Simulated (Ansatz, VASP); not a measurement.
**Two plane-wave programs on LiF**

Contents of INCAR:

```
SYSTEM = LiF
  PREC = Accurate
  ENCUT = 520
  EDIFF = 1E-6
  ISMEAR = 0
  SIGMA = 0.05
  LREAL = .False.
  LASPH = .True.
  NELM = 60
  ALGO = Normal
  ISIF = 2
  LWAVE = .False.
  LCHARG = .False.
  GGA = PS
  NBANDS = 12
```

Contents of KPOINTS:

```
regular mesh
0
Gamma
  10 10 10
  0 0 0
```

Contents of POSCAR:

```
LiF
1.0
    0.0000000000      2.0140000000      2.0140000000
    2.0140000000      0.0000000000      2.0140000000
    2.0140000000      2.0140000000      0.0000000000
Li F
1 1
Direct
    0.0351095721      0.0000000000      0.0000000000
    0.5000000000      0.5000000000      0.5000000000
```

Input for Ansatz:

```yaml
crystal:
  lattice:
    - [0.0, 2.014, 2.014]
    - [2.014, 0.0, 2.014]
    - [2.014, 2.014, 0.0]
  atoms:
    - { symbol: Li, position: [0.0351095721, 0.0, 0.0] }
    - { symbol: F, position: [0.5, 0.5, 0.5] }
basis:
  ecutwfc: 420
kpoints:
  mp_grid: { grid: [10, 10, 10] }
hamiltonian:
  xc: pbesol
scf:
  occupations: { method: gaussian, width: 0.05 }
output:
  forces: true
  stress: true
  eigenvalues: true
```

Change from the starting cell: all Li atoms moved -0.100 Å, as atom 1 towards its neighbour atom 1 (Li) at 2.848 Å.

Alike in both runs: task single point; functional PBEsol; k mesh 10 × 10 × 10; occupations gaussian, width 0.05 eV; no spin polarisation.

```csv
,VASP,Ansatz
version,VASP 6.6.1,Ansatz 0.2.0
potentials or method,"VASP PAW PBE potentials, release 64 (Li_sv, F)","scalar-relativistic, plane waves, PAW"
plane-wave cutoff (eV),520,420
valence electrons in the cell,10,10
```

Ansatz gave:

| Item | Value |
| --- | --- |
| gap on the k mesh at the Fermi level (eV) | 8.90 |
| least direct gap on the mesh (eV) | 8.90 |
| rms of the force components (eV/Å) | 0.091 |

**Question.** What did VASP give for the same quantities?

**Answer.** gap on the k mesh at the Fermi level (eV): 8.90; least direct gap on the mesh (eV): 8.90; rms of the force components (eV/Å): 0.099.

Atom by atom the forces differ by 0.008 eV/Å (rms over components). The functional is the same, so the differences come from potentials, cutoffs and numerics.

Caveats: the PAW data sets were made with another functional, which shifts forces and pressure a little (VASP). A k mesh can miss the band edges.
